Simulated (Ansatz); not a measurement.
K4I3Br (ordered model alloy, started on the KBr lattice) (Cmmm), computed twice by G0W0.

```xyz
16
Lattice="0.0022 6.7141 6.7137 6.7141 0.0022 6.7137 6.7163 6.7163 0.0000" Properties=species:S:1:pos:R:3 pbc="T T T"
K    -0.0826   -0.0826    0.0000
K     3.4407    3.4407    0.0000
K     3.3571    0.0011    3.4419
K     6.7152    3.3592    3.2718
K     0.0011    3.3571    3.4419
K     3.3592    6.7152    3.2718
K     3.2756    3.2756    6.7137
K     6.7988    6.7988    6.7137
I     3.3581    3.3581    3.3569
I     6.7163    6.7163    3.3569
I     6.7152    3.3592    6.7137
Br   10.0733    6.7174    6.7137
I     3.3592    6.7152    6.7137
Br    6.7174   10.0733    6.7137
I     6.7163    6.7163   10.0706
I    10.0744   10.0744   10.0706
```

The structure was relaxed with LDA. The runs that relaxed it are not among those shown. Spin-orbit coupling is left out unless a run names it.

The first (Ansatz 0.2.0; start LDA, 2×2×2 mesh, 1077 empty bands, screening to 85 eV, PAW set soft_1 files; 4 threads of Arm Neoverse V1, shared host) gave, on its mesh: starting gap 3.76 eV, G0W0 gap 5.95 eV, RPA ε∞ (mean) 2.89, 15 min.

The second changes empty bands from 1077 to 272 and screening cutoff (eV) from 85.0 to 34. What does it give?

It gave: starting gap 3.76 eV, G0W0 gap 5.63 eV, RPA ε∞ (mean) 2.94, 1.9 min. The G0W0 gap moves by −0.32 eV, +0.00 eV from the start and −0.32 eV from the correction. Σc changes by +0.49 eV at the valence top and +0.17 eV at the conduction bottom, and Σx − Vxc between them by +0.00 eV.

Limits: not at the basis limit; no spin-orbit coupling.

[Paths, hosts, dates, memory and timing lines, banners, echoed tables and standing remarks are left out of the program output.]

[Logs are printed without paths, hosts, clocks, repeated set-up lines and the standing remarks that a program may print on its own settings, such as how far it seeks lower states.]

[Runs of the session that timed out or met a known fault of the program may be left out.]

[Cells called generated may have been cut or substituted from an entry of the Crystallography Open Database or the Materials Project.]

[Hosts, paths, dates, database ids (printed as entryN), source tags and the programs' standing remarks are cut or masked in the printed files.]
